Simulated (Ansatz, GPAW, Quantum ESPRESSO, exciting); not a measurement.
## PbS: programs and potentials compared

```
CELL_PARAMETERS angstrom
0.00000 2.96575 2.96575
2.96575 0.00000 2.96575
2.96575 2.96575 0.00000
ATOMIC_POSITIONS crystal
Pb 0.00000 0.00000 0.00000
S 0.50000 0.50000 0.50000
```

Alike in all runs: task band structure; functional PBE; k mesh 8 × 8 × 8; occupations fermi-dirac, width 0.05 eV; no spin polarisation; no spin-orbit coupling. Pressure is positive in compression and, in plane waves, holds the error of the finite cutoff, which Ansatz's Pulay term estimates and takes out. Gaps are the smaller of the mesh's and the band path's.

```tsv
program and potentials	plane-wave cutoff (eV)	notes	band gap (eV)	pressure (GPa)
Quantum ESPRESSO, SSSP 1.3 efficiency PBE	748	-	0.37	2.16
Ansatz, Ansatz NC with PseudoDojo standard (PBE files)	850	-	0.36	2.24
GPAW, GPAW PAW data sets (gpaw-data 1.2.1)	600	-	0.31	1.99
exciting, all-electron LAPW+lo, shipped species files, valence relativity iora*	-	-	0.36	-
Ansatz, JTH PAW	1800	-	?	?
Ansatz, PseudoDojo standard (PBE files)	850	-	0.36	2.12
Ansatz, all-electron LAPW, scalar-relativistic	-	-	0.36	2.23
Quantum ESPRESSO, PseudoDojo 0.4.1 SR PBE standard	762	-	0.37	2.24
```

Problem. Estimate from the other rows what the run with Ansatz, JTH PAW gave.

Solution. Band gap 0.36 eV; pressure 2.28 GPa. The other rows, which needn't bracket it: band gap 0.31 to 0.37; pressure 1.99 to 2.24.
